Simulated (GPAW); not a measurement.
Wanted: an ASE script for a GPAW 26.7.0 run.

```
Task                : single point
Functional          : PBE
Potentials or basis : GPAW PAW data sets (gpaw-data 1.2.1)
Cutoff              : 600 eV
Basis               : pw
k mesh              : 6 × 6 × 6
Occupations         : fermi-dirac, width 0.05 eV
Spin                : no spin polarisation
Maxiter             : 120
Convergence         : default
```

The structure of BaTiO3 (Barioperovskite) lies in POSCAR:

```
BaTiO3
1.0
    3.9855000000      0.0000000000      0.0000000000
    0.0000000000      2.8369000000      2.8451500000
    0.0000000000     -2.8369000000      2.8451500000
Ba Ti O
1 1 3
Direct
    0.0000000000      0.0000000000      0.0000000000
    0.5000000000      0.5124000000      0.5124000000
    0.5000000000      0.9918400000      0.5052400000
    0.5000000000      0.5052400000      0.9918400000
    0.0000000000      0.4874000000      0.4874000000
```

One way to write it, as run:

run.py

```python
from ase.dft.bandgap import bandgap
from ase.io import read, write
from ase.units import GPa
from gpaw import GPAW, PW

atoms = read('POSCAR')

calc = GPAW(mode=PW(600),
            xc='PBE',
            kpts={'size': (6, 6, 6), 'gamma': True},
            occupations={'name': 'fermi-dirac', 'width': 0.05},
            nbands=36,
            maxiter=120,
            txt='gpaw.txt')
atoms.calc = calc
energy = atoms.get_potential_energy()
forces = atoms.get_forces()
stress = atoms.get_stress()
calc.write('gs.gpw')
write('result.traj', atoms)
print(f'Energy: {energy:.6f} eV')
print('Forces (eV/A):')
print(forces.round(4))
print('Stress (GPa):', (stress / GPa).round(3))
print('Fermi level:', round(calc.get_fermi_level(), 4), 'eV')
print(f'Gap: {bandgap(calc)[0]:.4f} eV, direct: {bandgap(calc, direct=True)[0]:.4f} eV')
```

Potentials or basis: GPAW PAW data sets (gpaw-data 1.2.1), pw.

Command:

```bash
$ OMP_NUM_THREADS=1 python run.py
```

It gave:

| Item | Value |
| --- | --- |
| Pressure | -0.7 GPa |
| Largest force | 0.249 eV/Å |
| Band gap on the k mesh | 1.89 eV, indirect (least direct gap 2.09 eV) |

Caveat: the cutoff is short for stress and forces, so pressures can be off by a GPa or more; spin-orbit coupling is left out, which moves the levels of the heavy elements.

Run time: 2.5 min on 1 thread of Intel(R) Xeon(R) Processor @ 2.50GHz (Skylake/Cascade Lake), on a shared host, peak memory 0.25 GiB.
